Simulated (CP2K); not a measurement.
# Input and output of a self-consistent single point for a (100) slab of LiI (cut from a parent of space group no. 225; 4 atoms in the cell) (CP2K)

Method: PBE, GPW, DZVP-MOLOPT-SR-GTH basis, GTH-PBE potentials (GTH_POTENTIALS) (CP2K 2026.2).

Input as run:

```
&GLOBAL
  PROJECT calc
  RUN_TYPE ENERGY_FORCE
  PRINT_LEVEL LOW
&END GLOBAL
&FORCE_EVAL
  METHOD Quickstep
  STRESS_TENSOR ANALYTICAL
  &DFT
    BASIS_SET_FILE_NAME BASIS_MOLOPT
    POTENTIAL_FILE_NAME GTH_POTENTIALS
    &QS
      METHOD GPW
      EPS_DEFAULT 1E-10
    &END QS
    &MGRID
      CUTOFF 400
      REL_CUTOFF 50
      NGRIDS 5
    &END MGRID
    &SCF
      SCF_GUESS ATOMIC
      EPS_SCF 1E-6
      MAX_SCF 100
      ADDED_MOS 5
      &DIAGONALIZATION
        ALGORITHM STANDARD
      &END DIAGONALIZATION
      &MIXING
        METHOD BROYDEN_MIXING
        ALPHA 0.3
        NBUFFER 10
        BETA 1.5
      &END MIXING
      &SMEAR ON
        METHOD FERMI_DIRAC
        ELECTRONIC_TEMPERATURE [K] 580.23
      &END SMEAR
    &END SCF
    &KPOINTS
      SCHEME MONKHORST-PACK 4 4 1
      GAMMA_CENTERED T
    &END KPOINTS
    &XC
      &XC_FUNCTIONAL PBE
      &END XC_FUNCTIONAL
    &END XC
    &PRINT
      &MO
        EIGENVALUES T
        OCCUPATION_NUMBERS T
        NDIGITS 8
        FILENAME mo
        &EACH
          QS_SCF 0
        &END EACH
        ADD_LAST NUMERIC
      &END MO
      &MULLIKEN OFF
      &END MULLIKEN
    &END PRINT
  &END DFT
  &SUBSYS
    &CELL
      A 4.27806700 0.00000000 0.00000000
      B -4.27806700 4.27806700 0.00000000
      C 0.00000000 0.00000000 17.02501300
      PERIODIC XYZ
    &END CELL
    &COORD
      I        0.00000000     0.00000000     7.00000435
      I       -2.13903350     2.13903350    10.02500865
      Li       0.00000000     0.00000000    10.02500865
      Li      -2.13903350     2.13903350     7.00000435
    &END COORD
    &KIND I
      BASIS_SET DZVP-MOLOPT-SR-GTH
      POTENTIAL GTH-PBE-q7
    &END KIND
    &KIND Li
      BASIS_SET DZVP-MOLOPT-SR-GTH
      POTENTIAL GTH-PBE-q3
    &END KIND
  &END SUBSYS
  &PRINT
    &FORCES ON
    &END FORCES
    &STRESS_TENSOR ON
    &END STRESS_TENSOR
  &END PRINT
&END FORCE_EVAL
```

Log, with long lists cut:

```
 GLOBAL| Method name                                                        CP2K
 GLOBAL| Project name                                                       calc
 GLOBAL| Run type                                                   ENERGY_FORCE

 TOTAL NUMBERS AND MAXIMUM NUMBERS

  Total number of            - Atomic kinds:                                   2
                             - Atoms:                                          4
                             - Shell sets:                                     4
                             - Shells:                                        18
                             - Primitive Cartesian functions:                 20
                             - Cartesian basis functions:                     40
                             - Spherical basis functions:                     38

  Maximum angular momentum of- Orbital basis functions:                        2
                             - Local part of the GTH pseudopotential:          6
                             - Non-local part of the GTH pseudopotential:      4

 SCF PARAMETERS         Density guess:                                    ATOMIC
                        max_scf:                                             100
                        max_diis:                                              4
                        eps_scf:                                        1.00E-06
                        eps_diis:                                       1.00E-01
                        eps_eigval:                                     1.00E-05
                        level_shift [a.u.]:                             0.000000
                        added MOs                                         5    0
                        Mixing method:                            BROYDEN_MIXING
                                                charge density mixing in g-space
                        Smear method:                                FERMI_DIRAC
                        Electronic temperature [K]:                        580.2
                        Electronic temperature [a.u.]:                  1.84E-03
                        Accuracy threshold:                             1.00E-10
                        No outer SCF

 Extrapolation method: initial_guess

 Number of electrons:                                                         20
 Number of occupied orbitals:                                                 10
 Number of molecular orbitals:                                                15

 Number of orbital functions:                                                 38
 Number of independent orbital functions:                                     38

 SCF WAVEFUNCTION OPTIMIZATION

  Step     Update method      Time    Convergence         Total energy    Change
     1 NoMix/Diag. 0.30E+00      -     1.91932821       -38.0073038119 -3.80E+01
     2 Broy./Diag. 0.30E+00      -     0.00879452       -37.7136273083  2.94E-01
     3 Broy./Diag. 0.30E+00      -     0.04579548       -37.7870211091 -7.34E-02
     4 Broy./Diag. 0.30E+00      -     0.01005745       -37.9721099955 -1.85E-01
     5 Broy./Diag. 0.30E+00      -     0.01003457       -38.0365363014 -6.44E-02
     6 Broy./Diag. 0.30E+00      -     0.00171512       -38.0601924447 -2.37E-02
     7 Broy./Diag. 0.30E+00      -     0.00143733       -38.0520565035  8.14E-03
   [... 13 lines left out ...]
    21 Broy./Diag. 0.30E+00      -     0.00000906       -38.0441151751  2.72E-05
    22 Broy./Diag. 0.30E+00      -     0.00001096       -38.0440596817  5.55E-05
    23 Broy./Diag. 0.30E+00      -     0.00000111       -38.0440558241  3.86E-06
    24 Broy./Diag. 0.30E+00      -     0.00000228       -38.0440689280 -1.31E-05
    25 Broy./Diag. 0.30E+00      -     0.00000094       -38.0440731338 -4.21E-06

  *** SCF run converged in    25 steps ***

  Electronic density on regular grids:        -19.9999999996        0.0000000004
  Core density on regular grids:               19.9999999958       -0.0000000042
  Total charge density on r-space grids:       -0.0000000037
  Total charge density g-space grids:          -0.0000000037

  Overlap energy of the core charge distribution:               0.00000000000000
  Self energy of the core charge distribution:                -62.06085419025319
  Core Hamiltonian energy:                                     10.50751871319172
  Hartree energy:                                              21.73331897297694
  Exchange-correlation energy:                                 -8.22405662976180
  Electronic entropic energy:                                  -0.00000000000000
  Fermi energy:                                                -0.02600430029971

  Total energy:                                               -38.04407313384633
  Total energy (extrapolated to T->0):                        -38.04407313384633

 ENERGY| Total FORCE_EVAL ( QS ) energy [hartree]            -38.044077772709713

 FORCES| Atomic forces [hartree/bohr]
 FORCES|   Atom     x               y               z               |f|
 FORCES|      1  2.43377744E-15  2.57102782E-15 -3.53758074E-03   3.53758074E-03
 FORCES|      2  2.38125851E-14 -2.57943667E-14  3.53680072E-03   3.53680072E-03
 FORCES|      3  3.11362113E-15  2.74708798E-15 -5.90595958E-03   5.90595958E-03
 FORCES|      4  1.35091488E-14 -7.09517804E-15  5.90410299E-03   5.90410299E-03
 FORCES| Sum     4.28691324E-14 -2.75714289E-14 -2.63661547E-06
 FORCES| Total atomic force                                       2.63661547E-06

 STRESS| Analytical stress tensor [bar]
 STRESS|                        x                   y                   z
 STRESS|      x       -4.27816376393E+03  -7.66360661068E+00  -1.04226934444E-09
 STRESS|      y       -7.66360661068E+00  -4.28600869307E+03  -7.51078647269E-10
 STRESS|      z       -1.04226934444E-09  -7.51078647269E-10  -1.84385395138E+03
 STRESS| 1/3 Trace                                            -3.46934213613E+03
```

The run converged in 25 iterations.

The starting cell has typed, rounded lattice constants, without a prior relaxation at this level. The slab is cut from that crystal, and its faces are unrelaxed. Its lattice was rescaled by up to half a per cent. Spin polarisation is off, though cut faces can carry moments; a gap of a slab can lie between surface states. Values carry the incompleteness of an atom-centred basis.

Cost on one core of a shared machine: roughly 70 s.
